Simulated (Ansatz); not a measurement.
# Cu (P6_3/mmc) in Ansatz: settings compared

Aim: see how the results for Cu move with the level of theory and the settings. Levels: RPBE, revPBE. Tasks: band structure.

Program: Ansatz 0.2.0. These are calculated values, not measurements. Logs are shortened: lines on timing, memory, paths and dates and some standing lists are left out, and cuts for length are marked.

**1. Starting point**

The structure is hexagonal, space group P6_3/mmc (No. 194). The conventional cell has a = 2.534 Å, b = 2.534 Å, c = 4.113 Å, α = 90.00°, β = 90.00°, γ = 120.00°. Cu (site symmetry -6m2) is surrounded by 12 Cu at 2.52 to 2.53 Å.

This isn't the form of Cu at room conditions, which is fcc.

**2. Band structure, RPBE**

input.yaml reads:

```yaml
crystal:
  lattice:
    - [2.5340966698, 0.0, 0.0]
    - [-1.2670483349, 2.1945920917, 0.0]
    - [0.0, 0.0, 4.112571]
  atoms:
    - { symbol: Cu, position: [0.6666666667, 0.3333333333, 0.75] }
    - { symbol: Cu, position: [0.3333333333, 0.6666666667, 0.25] }
hamiltonian:
  xc: rpbe
  pseudopotentials: { kind: paw }
kpoints:
  mp_grid: { grid: [12, 12, 7] }
  band_path:
    path:
      - [[0.0, 0.0, 0.0], [0.5, 0.0, 0.0], [0.3333333333, 0.3333333333, 0.0], [0.0, 0.0, 0.0], [0.0, 0.0, 0.5], [0.5, 0.0, 0.5], [0.3333333333, 0.3333333333, 0.5], [0.0, 0.0, 0.5]]
      - [[0.5, 0.0, 0.5], [0.5, 0.0, 0.0]]
      - [[0.3333333333, 0.3333333333, 0.0], [0.3333333333, 0.3333333333, 0.5]]
    npoints: 14
scf:
  occupations: { method: fermi_dirac, width: 0.05 }
  n_extra_bands: 6
output:
  forces: true
  stress: true
  eigenvalues: true
  fatbands: false
```

Potentials or basis: Ansatz PAW.

Launch:

```
$ ansatz run input.yaml --threads 2 --pin off --max-ram 5632MiB --backend cpu --events-out ev --progress --plain --runs-dir out
```

Log:

```text
Warning: RAYON_NUM_THREADS=2 ignored (pool sized by the plan → 2); use --threads N
scf.n_extra_bands = 6 over 19 filled bands (N_el = 38.0): the run solves 25 bands
Engine: ansatz 0.2.0, aarch64-unknown-linux-gnu
Pseudopotentials: kind: paw
Pseudopotential: Cu, paw, valence charge 19, recommended cutoff 420 eV (normal), Cu.paw.azcp
Functional definition: RPBE
  parameter kappa = 0.804
  parameter beta = 0.06672455060314922
  exchange = rpbe_x(kappa = kappa, mu = beta*pi^2/3)
  correlation = pbe_c(beta = beta)
Crystal: 2 atoms, lattice volume = 22.871 Å³
Basis set: ecut = 420 eV, 451 PW (Γ), exchange–correlation on 36×36×60 points (8 copies of the dense FFT grid, shifted against one another)
Bands: 25, of which v1, the nominal top of the filled ones, is band 19 counted from 1 (18 counted from 0)
Symmetry: 24 space group operations
Space group: P63/mmc (ITA 194), of the structure as read, at distance tolerance 2.8e-5 Å
k-points: 76 of 1008
Non-local potential: Cu, projectors of the file, l = 0: 3, l = 1: 2, l = 2: 3, l = 3: 1
PAW form: soft (Blöchl's): semilocal exchange-correlation on the pseudo side does not see the compensation charge
PAW frozen core: Cu, regenerated for the run's functional, and the local potential with it (the file was generated under x = pbe(κ = 0.804, μ = 0.2195149727645171), c = pbe(β = 0.06672455060314922))
PAW one-centre angular grid: Cu, 590 points (default); XC on 64 Gauss nodes
Initial density: superposition of atomic densities (neutral atoms: chi_scale 0, normalization atom), corrected by the library's trained network
Initial wavefunctions: pseudopotential atomic-orbital guess
Functional: x = rpbe, c = pbe(β = 0.06672455060314922)
SCF iter   1: F=—  HF=-13260.638920 eV  |F-HF|=—  |Δ(HF+E_count)|=         —  Δρ=9.67e-3  dr2=1.06e-2  ethr=1.77e-3  ⟨swp⟩=5.7  Hψ=7361  notcnv=0  defer=21
preconditioner: auto → none  [metal: Δε(μ)=0.035 eV  Ē_g=13.786 eV  σ=0.050 eV  W_gap=0.17  n_scr=8 (ndim 8)  ℏωp=36.4 eV  f_vac=0.000  D(μ)=0.96/eV (n_scr^D=2)  sad-step TF]
SCF iter   2: F=—  HF=-13260.637004 eV  |F-HF|=—  |Δ(HF+E_count)|=   1.92e-3  Δρ=2.50e-3  dr2=7.26e-4  ethr=2.79e-5  ⟨swp⟩=2.8  Hψ=3606  notcnv=0  defer=87
SCF iter   3: F=—  HF=-13260.636969 eV  |F-HF|=—  |Δ(HF+E_count)|=   3.55e-5  Δρ=7.29e-4  dr2=5.47e-5  ethr=1.91e-6  ⟨swp⟩=1.0  Hψ=1807  notcnv=0  defer=87
SCF iter   4: F=—  HF=-13260.636958 eV  |F-HF|=—  |Δ(HF+E_count)|=   1.11e-5  Δρ=5.04e-5  dr2=1.56e-7  ethr=1.44e-7  ⟨swp⟩=2.6  Hψ=2564  notcnv=0  defer=87
iter 5 did not close the SCF: its close was put off for the readings that it lacked (scf_convergence_deferred on its scf_iter line)
SCF iter   5: F=-13260.636958 eV  HF=-13260.636958 eV  |F-HF|=1.69e-9  |Δ(HF+E_count)|=   4.21e-7  Δρ=5.15e-6  dr2=3.09e-9  ethr=4.11e-10  ⟨swp⟩=2.0  Hψ=2841  notcnv=0  defer=87
SCF iter   6: F=-13260.636958 eV  HF=-13260.636958 eV  |F-HF|=1.64e-11  |Δ(HF+E_count)|=   1.91e-9  Δρ=4.61e-7  dr2=1.80e-11  ethr=8.14e-12  ⟨swp⟩=4.8  Hψ=6806  notcnv=0
SCF 1 converged in 6 iterations: F = -13260.636958 eV  dr2 = 1.80e-11
NSCF: frozen V_eff on 129 k-points
SCF converged after 6 iterations
Free energy (F): -13260.636958 eV
Harris-Foulkes:  -13260.636958 eV  (|F-HF|=1.64e-11)
Internal energy: -13260.629041 eV  (E = F + TS)
E sigma→0 (E₀):  -13260.632999 eV
Entropy (-TS):   -0.007917 eV (-3.959 meV/atom)
Fermi energy:    17.586535 eV
--- Per-component energies (eV) ---
  E_band       = -690.666566
  E_kinetic    = 600.398440
  E_local      = -7983.565156  (includes V_loc(G=0)·N_el)
  E_nonlocal   = 778.249952
  E_hartree    = 3523.621398
  E_xc         = -179.824183
  E_vxc        = -231.797931  (∫ρ·V_xc dr)
  E_paw        = -3335.588294  (= ΣΔE_a)
  E_vpaw       = -901.195179  (= ΣTr[D̂ρ^β])
  E_aug_tail   = 0.000614  (compensation charges beyond the density's cutoff)
  E_ewald      = -6663.837290
  E_core_change = -0.084522  (= ΣΔE_core)
  E_smearing   = -0.007917  (= −TS)
  E_closure    = 0.000000  (closes the sum)
  Σ components = -13260.636958   (vs F -13260.636958, Δ=0.00e0)
--- Forces (eV/Å), atoms counted from 1 ---
  atom   1  Cu    -0.00000000    -0.00000000     0.00000000
  atom   2  Cu    -0.00000000     0.00000000    -0.00000000
  max |Σ_I F_I| component: 1.39e-17 eV/Å
--- Stress (GPa, compression-positive) ---
       12.331315      -0.000000       0.000000
        0.000000      12.331315       0.000000
        0.000000       0.000000      12.824892
  P = ⅓ Tr σ = 12.4958 GPa (124.958 kbar)
--- Band table (eV; the first three rows and the last of 76) ---
  k-point 0: bands = ["-95.1701", "-95.1538", "-52.5227", "-52.4142", "-52.4142", "-52.3989", "-52.3953", "-52.3953", "7.9721", "12.3698", "14.5440", "14.5868", "14.5868", "14.8131", "14.8131", "15.0882", "15.0882", "15.8956", "15.8956", "16.5243", "21.6500", "39.0952", "39.6567", "39.6567", "41.2945"]
  k-point 1: bands = ["-95.1693", "-95.1546", "-52.5166", "-52.4132", "-52.4132", "-52.4051", "-52.3962", "-52.3962", "8.1641", "12.2512", "14.5048", "14.5496", "14.5496", "14.7736", "14.7736", "15.1777", "15.1777", "15.7594", "15.8854", "15.8854", "22.9023", "39.0988", "39.8059", "39.8490", "39.8490"]
  k-point 2: bands = ["-95.1671", "-95.1569", "-52.4995", "-52.4224", "-52.4106", "-52.4106", "-52.3988", "-52.3988", "8.7285", "11.7362", "14.4041", "14.5044", "14.5044", "14.6786", "14.6786", "14.7223", "15.3689", "15.3689", "15.8400", "15.8400", "25.5485", "36.0148", "39.2704", "40.4045", "40.4045"]
  k-point 75: bands = ["-95.1505", "-95.1505", "-52.4940", "-52.4940", "-52.4720", "-52.4639", "-52.4229", "-52.4229", "13.5703", "13.5703", "13.6232", "13.7180", "14.2457", "14.2457", "15.0531", "15.2024", "15.9182", "15.9182", "21.6507", "21.6507", "22.6163", "23.9024", "24.8719", "24.8719", "37.7556"]
```

Wall time 2.2 s (2 threads of Arm Neoverse V1, shared host); peak memory 0.31 GiB.

What came out:

```yaml
Free_energy: -13260.6370 eV
Pressure: 12.5 GPa
Band_gap_on_the_k_mesh: none (metal or under the smearing width)
```

Levels at the corners of the path, in eV from the Fermi level:
| point | band 16 | band 17 | band 18 | band 19 | band 20 | band 21 | band 22 | band 23 |
| --- | --- | --- | --- | --- | --- | --- | --- | --- |
| Γ | -2.50 | -2.50 | -1.69 | -1.69 | -1.06 | 4.06 | 21.51 | 22.07 |
| M | -1.60 | -1.54 | -1.49 | 0.02 | 1.64 | 7.95 | 8.39 | 10.90 |
| K | -1.78 | -1.78 | -1.69 | 3.03 | 3.49 | 3.49 | 10.53 | 11.15 |
| Γ | -2.50 | -2.50 | -1.69 | -1.69 | -1.06 | 4.06 | 21.51 | 22.07 |
| A | -3.05 | -1.93 | -1.93 | -1.93 | -1.93 | 12.90 | 12.90 | 22.23 |
| L | -1.89 | -1.53 | -1.53 | 0.45 | 0.45 | 5.04 | 5.04 | 16.37 |
| H | -2.48 | -1.66 | -1.66 | 4.11 | 4.11 | 5.64 | 5.64 | 7.14 |
| A | -3.05 | -1.93 | -1.93 | -1.93 | -1.93 | 12.90 | 12.90 | 22.23 |
| L | -1.89 | -1.53 | -1.53 | 0.45 | 0.45 | 5.04 | 5.04 | 16.37 |
| M | -1.60 | -1.54 | -1.49 | 0.02 | 1.64 | 7.95 | 8.39 | 10.90 |
| K | -1.78 | -1.78 | -1.69 | 3.03 | 3.49 | 3.49 | 10.53 | 11.15 |
| H | -2.48 | -1.66 | -1.66 | 4.11 | 4.11 | 5.64 | 5.64 | 7.14 |

Caveat: the PAW data sets come from PBE, with cores solved anew for the run's functional, which leaves a small shift of forces and pressure.

**3. Band structure, revPBE**

Changes to input.yaml since step 2:

```diff
@@ -9,3 +9,3 @@
 hamiltonian:
-  xc: rpbe
+  xc: revpbe
   pseudopotentials: { kind: paw }
@@ -27 +27,5 @@
   fatbands: false
+  write_density: true
+  write_potential: true
+  elf: true
+  volumetric_format: npy
```

Potentials or basis: Ansatz PAW.

Launch:

```
$ ansatz run input.yaml --threads 2 --pin off --max-ram 5632MiB --backend cpu --events-out ev --progress --plain --runs-dir out
```

Log:

```text
Warning: RAYON_NUM_THREADS=2 ignored (pool sized by the plan → 2); use --threads N
scf.n_extra_bands = 6 over 19 filled bands (N_el = 38.0): the run solves 25 bands
[... 3 set-up lines as earlier in the session ...]
Functional definition: revPBE
  parameter kappa = 1.245
[... 1 set-up line as earlier in the session ...]
  exchange = pbe_x(kappa = kappa, mu = beta*pi^2/3)
[... 1 set-up line as earlier in the session ...]
Crystal: 2 atoms, lattice volume = 22.871 Å³
[... 43 lines left out ...]
  E_smearing   = -0.007941  (= −TS)
  E_closure    = -0.000000  (closes the sum)
  Σ components = -13257.666102   (vs F -13257.666102, Δ=0.00e0)
--- Forces (eV/Å), atoms counted from 1 ---
  atom   1  Cu    -0.00000000    -0.00000000     0.00000000
  atom   2  Cu     0.00000000     0.00000000    -0.00000000
  max |Σ_I F_I| component: 4.63e-18 eV/Å
--- Stress (GPa, compression-positive) ---
       10.912922      -0.000000       0.000000
       -0.000000      10.912922       0.000000
        0.000000       0.000000      11.394910
  P = ⅓ Tr σ = 11.0736 GPa (110.736 kbar)
--- Band table (eV; the first three rows and the last of 76) ---
  k-point 0: bands = ["-95.1698", "-95.1534", "-52.5444", "-52.4358", "-52.4358", "-52.4205", "-52.4169", "-52.4169", "7.9286", "12.3264", "14.5023", "14.5454", "14.5454", "14.7718", "14.7718", "15.0472", "15.0472", "15.8555", "15.8555", "16.4858", "21.6039", "39.0686", "39.5962", "39.5962", "41.2492"]
  k-point 1: bands = ["-95.1690", "-95.1542", "-52.5384", "-52.4348", "-52.4348", "-52.4267", "-52.4178", "-52.4178", "8.1206", "12.2078", "14.4631", "14.5081", "14.5081", "14.7323", "14.7323", "15.1368", "15.1368", "15.7199", "15.8453", "15.8453", "22.8572", "39.0729", "39.7634", "39.7882", "39.7882"]
  k-point 2: bands = ["-95.1667", "-95.1565", "-52.5213", "-52.4440", "-52.4322", "-52.4322", "-52.4204", "-52.4204", "8.6851", "11.6929", "14.3624", "14.4630", "14.4630", "14.6373", "14.6373", "14.6818", "15.3282", "15.3282", "15.7999", "15.7999", "25.5042", "35.9723", "39.2416", "40.3428", "40.3428"]
  k-point 75: bands = ["-95.1501", "-95.1501", "-52.5157", "-52.5157", "-52.4936", "-52.4856", "-52.4445", "-52.4445", "13.5281", "13.5281", "13.5826", "13.6776", "14.2050", "14.2050", "15.0121", "15.1616", "15.8780", "15.8780", "21.6090", "21.6090", "22.5789", "23.8645", "24.8206", "24.8206", "37.6983"]
```

It took 2.3 s on 2 threads of Arm Neoverse V1, shared host; peak memory 0.33 GiB.

What came out:

* Free energy: -13257.6661 eV
* Pressure: 11.1 GPa
* Band gap on the k mesh: none (metal or under the smearing width)

Stress tensor (GPa, compression positive):
```
10.91  0.00  0.00
 0.00 10.91  0.00
 0.00  0.00 11.39
```

Levels at the corners of the path, in eV from the Fermi level:
| point | band 16 | band 17 | band 18 | band 19 | band 20 | band 21 | band 22 | band 23 |
| --- | --- | --- | --- | --- | --- | --- | --- | --- |
| Γ | -2.50 | -2.50 | -1.69 | -1.69 | -1.06 | 4.06 | 21.52 | 22.05 |
| M | -1.60 | -1.54 | -1.49 | 0.02 | 1.64 | 7.95 | 8.38 | 10.91 |
| K | -1.78 | -1.78 | -1.69 | 3.04 | 3.48 | 3.48 | 10.53 | 11.15 |
| Γ | -2.50 | -2.50 | -1.69 | -1.69 | -1.06 | 4.06 | 21.52 | 22.05 |
| A | -3.05 | -1.93 | -1.93 | -1.93 | -1.93 | 12.90 | 12.90 | 22.24 |
| L | -1.89 | -1.53 | -1.53 | 0.45 | 0.45 | 5.04 | 5.04 | 16.36 |
| H | -2.48 | -1.66 | -1.66 | 4.11 | 4.11 | 5.65 | 5.65 | 7.13 |
| A | -3.05 | -1.93 | -1.93 | -1.93 | -1.93 | 12.90 | 12.90 | 22.24 |
| L | -1.89 | -1.53 | -1.53 | 0.45 | 0.45 | 5.04 | 5.04 | 16.36 |
| M | -1.60 | -1.54 | -1.49 | 0.02 | 1.64 | 7.95 | 8.38 | 10.91 |
| K | -1.78 | -1.78 | -1.69 | 3.04 | 3.48 | 3.48 | 10.53 | 11.15 |
| H | -2.48 | -1.66 | -1.66 | 4.11 | 4.11 | 5.65 | 5.65 | 7.13 |

Caveat: the PAW data sets come from PBE, with cores solved anew for the run's functional, which leaves a small shift of forces and pressure.
